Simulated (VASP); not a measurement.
Write the native input for VASP 6.6.1 that does the following.

```
Task                   : relaxation of cell and atoms
Functional             : r2SCAN
Dispersion             : rVV10
Potentials or basis    : VASP PAW PBE potentials, release 64 (Se, Pt)
Cutoff                 : 600 eV
k mesh                 : 9 × 9 × 1
Occupations            : gaussian, width 0.03 eV
Spin                   : no spin polarisation
Further INCAR settings : ALGO = Normal; EDIFF = 1e-07; IBRION = 2; EDIFFG = -0.005; NSW = 90; ISIF = 3
```

The structure of PtSe2 lies in POSCAR:

```
PtSe2                                   
1.0
    3.6892598791      0.0000000000      0.0000000000
   -1.8446299396      3.1949927729      0.0000000000
    0.0000000000      0.0000000000     20.5310000000
  Se              Pt            
     2     1
Direct
     0.6666666699999979    0.3333333300000021    0.4354083895394541
     0.3333333300000021    0.6666666699999979    0.5645916104605460
     0.0000000000000000    0.0000000000000000    0.5000000000000000
```

The input as run:

INCAR

```
SYSTEM = PtSe2
ALGO = Normal
BPARAM = 11.95
CPARAM = 0.0093
EDIFF = 1E-7
EDIFFG = -0.005
ENCUT = 600
IBRION = 2
ISIF = 3
ISMEAR = 0
IVDW_NL = 2
LASPH = .True.
LATTICE_CONSTRAINTS = .TRUE. .TRUE. .FALSE.
LCHARG = .False.
LMIXTAU = .True.
LREAL = .False.
LUSE_VDW = .True.
LWAVE = .False.
METAGGA = R2SCAN
NELM = 120
NSW = 90
PREC = Accurate
SIGMA = 0.03
```

KPOINTS

```
k-points
0
Gamma
  9 9 1
  0 0 0
```

Potentials or basis: VASP PAW PBE potentials, release 64 (Se, Pt).

Command:

```console
$ cat potpaw_PBE.64/Se/POTCAR potpaw_PBE.64/Pt/POTCAR > POTCAR
$ mpirun -np 1 vasp_std > vasp.out
```

It gave:

```
Band gap on the k mesh : 1.56 eV, indirect (least direct gap 1.81 eV)
```

Caveat: the relaxation stopped at its first step, so nothing moved; spin-orbit coupling is left out, which moves the levels of the heavy elements.

Run time: 35 min on 1 thread of Intel(R) Xeon(R) Platinum 8488C (Sapphire Rapids), with other jobs on the host, peak memory 0.99 GiB.
